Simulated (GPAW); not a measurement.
# Ti: equation of state with optB88-vdW

Crystal: Ti.

```
Ti
1.0
     4.56737    0.00000    0.00000
    -2.28369    3.95546    0.00000
     0.00000    0.00000    2.82624
Ti
3
Cartesian
  2.2837 1.3185 1.4131
  0.0000 2.6370 1.4131
  0.0000 0.0000 0.0000
```

This isn't the form of Ti at room conditions, which is hcp.

```json
{"Program": "GPAW 26.7.0", "Task": "equation of state", "Functional": "optB88-vdW", "Potentials or basis": "GPAW PAW data sets (gpaw-data 1.2.1)", "Cutoff": "600 eV", "Basis": "pw", "k mesh": "5 × 5 × 7", "Occupations": "fermi-dirac, width 0.05 eV", "Spin": "no spin polarisation"}
```

```json
{
 "Equilibrium volume": "17.04 Å³/atom",
 "Bulk modulus at fixed shape and positions": "112 GPa",
 "Pressure derivative of the bulk modulus": "3.4"
}
```

Energy against volume, from the lowest point:
```csv
volume (Å³/atom),energy (meV/atom)
15.999,24.22
16.339,10.61
16.679,2.68
17.020,0.00
17.360,2.07
17.701,8.47
18.041,18.96
```

It took 3.1 min on 1 thread of Arm Neoverse V1, on a shared host, peak memory 0.22 GiB.

Caveat: the cell was scaled at fixed shape and fractional positions, which overstates the stiffness of a crystal with free parameters, most of all of layers and chains; the PAW data sets were made with another functional, which shifts forces and pressure a little.
